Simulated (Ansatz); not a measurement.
Born–Oppenheimer molecular dynamics of a periodic cell of 12 atoms, CaF₂ (start crystal CaF2, start structure Fm-3m, volume 1.1 times the crystal's). It starts from a structure without forces on its atoms.

Level of theory: DFT PBEsol, scalar-relativistic, plane waves, PAW in Ansatz. Settings: PAW set soft_1, cutoff 420 eV, k mesh 2x2x2, fermi-dirac smearing 0.3 eV, no spin polarisation.

* ensemble: NVT, Langevin thermostat
* time step: 2 fs
* steps asked: 540
* set temperature: 300 K
* friction: 0.02 /fs
* temperature schedule: 540 steps to 3500 K
* seed: 938859

Frames 10 fs apart, positions in Å.

Velocities at 460 fs (Å/ps):

```
Ca -3.65 -1.72 -8.18
F -11.42 -10.89 -0.98
F 2.02 -5.80 5.33
Ca -3.91 5.22 -4.11
F -2.35 -0.38 -7.71
F -10.35 -6.97 11.33
Ca -1.32 6.39 6.55
F 1.60 -25.33 5.60
F -12.25 -16.88 2.86
Ca -2.32 -6.01 2.67
F -2.93 -12.09 6.28
F -8.38 -3.01 16.02
```

```xyz
12
Lattice="5.5334 0.0000 0.0000 0.0000 5.5334 0.0000 0.0000 0.0000 5.5334" Properties=species:S:1:pos:R:3 time_fs=460 energy_less_start_eV=1.741 T=1839
Ca -0.573 -0.240 0.441
F 0.717 0.902 1.993
F 4.112 4.277 4.061
Ca 2.597 2.680 0.357
F 4.269 3.463 1.452
F 0.842 1.221 4.587
Ca 2.501 -0.340 3.120
F 3.663 1.400 4.321
F 1.781 3.433 1.996
Ca -0.082 2.566 3.089
F 1.103 4.177 4.774
F 3.423 0.868 1.670
12
Lattice="5.5334 0.0000 0.0000 0.0000 5.5334 0.0000 0.0000 0.0000 5.5334" Properties=species:S:1:pos:R:3 time_fs=470 energy_less_start_eV=1.334 T=1618
Ca -0.577 -0.219 0.362
F 0.608 0.792 1.975
F 4.146 4.192 4.138
Ca 2.559 2.719 0.267
F 4.234 3.454 1.387
F 0.803 1.200 4.713
Ca 2.467 -0.281 3.193
F 3.701 1.199 4.381
F 1.644 3.316 2.022
Ca -0.063 2.516 3.139
F 1.135 4.078 4.830
F 3.370 0.812 1.763
12
Lattice="5.5334 0.0000 0.0000 0.0000 5.5334 0.0000 0.0000 0.0000 5.5334" Properties=species:S:1:pos:R:3 time_fs=480 energy_less_start_eV=1.558 T=1045
Ca -0.552 -0.183 0.274
F 0.531 0.719 1.947
F 4.233 4.131 4.221
Ca 2.512 2.689 0.201
F 4.223 3.472 1.341
F 0.852 1.179 4.805
Ca 2.438 -0.252 3.280
F 3.731 1.073 4.449
F 1.538 3.242 2.055
Ca -0.078 2.472 3.183
F 1.242 3.976 4.899
F 3.317 0.705 1.723
12
Lattice="5.5334 0.0000 0.0000 0.0000 5.5334 0.0000 0.0000 0.0000 5.5334" Properties=species:S:1:pos:R:3 time_fs=490 energy_less_start_eV=1.446 T=1411
Ca -0.470 -0.114 0.272
F 0.462 0.728 1.967
F 4.268 4.050 4.332
Ca 2.453 2.579 0.181
F 4.180 3.491 1.330
F 0.952 1.187 4.803
Ca 2.390 -0.266 3.360
F 3.816 1.066 4.493
F 1.498 3.249 2.178
Ca -0.136 2.408 3.207
F 1.266 4.014 4.820
F 3.261 0.632 1.634
12
Lattice="5.5334 0.0000 0.0000 0.0000 5.5334 0.0000 0.0000 0.0000 5.5334" Properties=species:S:1:pos:R:3 time_fs=500 energy_less_start_eV=1.745 T=1177
Ca -0.422 -0.031 0.273
F 0.523 0.738 2.042
F 4.253 3.998 4.393
Ca 2.447 2.435 0.157
F 4.137 3.470 1.387
F 1.047 1.192 4.781
Ca 2.374 -0.258 3.454
F 3.820 1.099 4.571
F 1.538 3.267 2.256
Ca -0.233 2.378 3.243
F 1.214 4.053 4.695
F 3.242 0.621 1.537
12
Lattice="5.5334 0.0000 0.0000 0.0000 5.5334 0.0000 0.0000 0.0000 5.5334" Properties=species:S:1:pos:R:3 time_fs=510 energy_less_start_eV=2.001 T=1100
Ca -0.395 -0.041 0.331
F 0.589 0.747 2.165
F 4.235 3.964 4.430
Ca 2.447 2.335 0.199
F 4.166 3.432 1.507
F 1.152 1.126 4.813
Ca 2.398 -0.234 3.494
F 3.892 1.199 4.564
F 1.595 3.285 2.328
Ca -0.345 2.449 3.243
F 1.238 4.043 4.594
F 3.234 0.579 1.406
12
Lattice="5.5334 0.0000 0.0000 0.0000 5.5334 0.0000 0.0000 0.0000 5.5334" Properties=species:S:1:pos:R:3 time_fs=520 energy_less_start_eV=2.115 T=1205
Ca -0.371 -0.060 0.391
F 0.673 0.731 2.207
F 4.206 3.943 4.441
Ca 2.451 2.322 0.329
F 4.195 3.426 1.617
F 1.202 0.976 4.831
Ca 2.415 -0.252 3.452
F 4.002 1.299 4.501
F 1.615 3.327 2.365
Ca -0.427 2.548 3.214
F 1.286 4.053 4.561
F 3.191 0.514 1.287
12
Lattice="5.5334 0.0000 0.0000 0.0000 5.5334 0.0000 0.0000 0.0000 5.5334" Properties=species:S:1:pos:R:3 time_fs=530 energy_less_start_eV=2.033 T=1414
Ca -0.329 -0.090 0.358
F 0.742 0.684 2.214
F 4.120 3.933 4.454
Ca 2.489 2.364 0.473
F 4.221 3.499 1.626
F 1.230 0.854 4.799
Ca 2.496 -0.263 3.337
F 4.026 1.314 4.393
F 1.645 3.301 2.382
Ca -0.462 2.636 3.182
F 1.340 4.047 4.676
F 3.223 0.474 1.224
12
Lattice="5.5334 0.0000 0.0000 0.0000 5.5334 0.0000 0.0000 0.0000 5.5334" Properties=species:S:1:pos:R:3 time_fs=540 energy_less_start_eV=1.769 T=1844
Ca -0.268 -0.109 0.312
F 0.718 0.683 2.209
F 4.030 3.975 4.456
Ca 2.526 2.458 0.601
F 4.260 3.568 1.474
F 1.224 0.810 4.800
Ca 2.561 -0.218 3.264
F 3.966 1.228 4.357
F 1.727 3.279 2.383
Ca -0.425 2.636 3.131
F 1.375 4.005 4.863
F 3.242 0.430 1.228
12
Lattice="5.5334 0.0000 0.0000 0.0000 5.5334 0.0000 0.0000 0.0000 5.5334" Properties=species:S:1:pos:R:3 time_fs=550 energy_less_start_eV=2.224 T=1310
Ca -0.167 -0.178 0.257
F 0.657 0.787 2.136
F 3.954 4.105 4.453
Ca 2.576 2.541 0.701
F 4.267 3.621 1.404
F 1.240 0.812 4.866
Ca 2.613 -0.201 3.220
F 3.876 1.151 4.319
F 1.832 3.292 2.390
Ca -0.370 2.585 3.103
F 1.347 3.890 5.031
F 3.236 0.459 1.264
12
Lattice="5.5334 0.0000 0.0000 0.0000 5.5334 0.0000 0.0000 0.0000 5.5334" Properties=species:S:1:pos:R:3 time_fs=560 energy_less_start_eV=2.101 T=1280
Ca -0.150 -0.249 0.233
F 0.523 0.880 2.074
F 3.964 4.178 4.410
Ca 2.566 2.585 0.735
F 4.374 3.687 1.405
F 1.349 0.817 4.899
Ca 2.629 -0.199 3.259
F 3.894 1.210 4.313
F 1.857 3.299 2.437
Ca -0.341 2.517 3.077
F 1.221 3.780 5.119
F 3.264 0.512 1.353
12
Lattice="5.5334 0.0000 0.0000 0.0000 5.5334 0.0000 0.0000 0.0000 5.5334" Properties=species:S:1:pos:R:3 time_fs=570 energy_less_start_eV=1.981 T=1436
Ca -0.150 -0.347 0.205
F 0.465 0.907 2.035
F 4.060 4.188 4.296
Ca 2.523 2.602 0.678
F 4.475 3.749 1.498
F 1.520 0.891 4.925
Ca 2.648 -0.204 3.285
F 3.955 1.355 4.299
F 1.811 3.340 2.529
Ca -0.343 2.495 3.080
F 1.047 3.690 5.106
F 3.294 0.552 1.353
```

Of the whole run (1080 fs, mean temperature of the second half 2525 K): The schedule's set-point averaged 2700 K over the second half and the system 2525 K. A run of 1.1 ps of so small a system gives no equilibrium averages. Limits of this set-up: coarse k mesh, PAW files made for another functional.

Time of the run: 36 min on 1 thread of Arm Neoverse V2, with other jobs on the host, peak memory 0.47 GiB.
